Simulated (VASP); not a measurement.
Runs of VASP 6.6.1 on Mg. Symmetry: P6_3/mmc, No. 194, hexagonal system. Conventional cell: a = 3.209 Å, b = 3.209 Å, c = 5.210 Å, α = 90.00°, β = 90.00°, γ = 120.00°. Mg (site symmetry -6m2) has 12 Mg at 3.20 to 3.21 Å as nearest neighbours. 

| task | level | cell | k mesh | cutoff (eV) | grid for exact exchange (PRECFOCK) | exchange at q = 0 | mesh quality | gap on the mesh (eV) | pressure (GPa) | relaxed volume (Å³/atom) |
| --- | --- | --- | --- | --- | --- | --- | --- | --- | --- | --- |
| band structure | LAK | as given | 10 × 10 × 5 | 520 | - | - | not flagged | - | -1.6 | - |
| band structure | SCAN0 | as given | 5 × 5 × 3 | 520 | Fast | default | coarse | - | -1.2 | - |
| relaxation of cell and atoms | PBEsol+D3(BJ) | relaxed | 10 × 10 × 5 | 600 | - | - | not flagged | none | 0.0 | 21.40 |
| relaxation of cell and atoms | PBEsol+D3 | relaxed | 10 × 10 × 5 | 600 | - | - | not flagged | none | 0.0 | (a) |

Alike in all rows: potentials or basis VASP PAW PBE potentials, release 64 (Mg); no spin polarisation; smearing fermi-dirac 0.05 eV.

**Question.** Fill in the values left out.

**Answer.** (a) 21.93.

Caveats: some runs use coarse meshes; the PAW data sets were made with another functional, which shifts forces and pressure a little; pairwise dispersion overbinds metals, which lowers pressure and volume (some runs); an unscreened hybrid on a path of extra k points without a Coulomb cutoff has errors near the mesh points, so the bands along the path aren't reliable (some runs).

A gap of «none» marks a metal or a gap under the smearing width.

Runs at the PBE level aren't shown here.
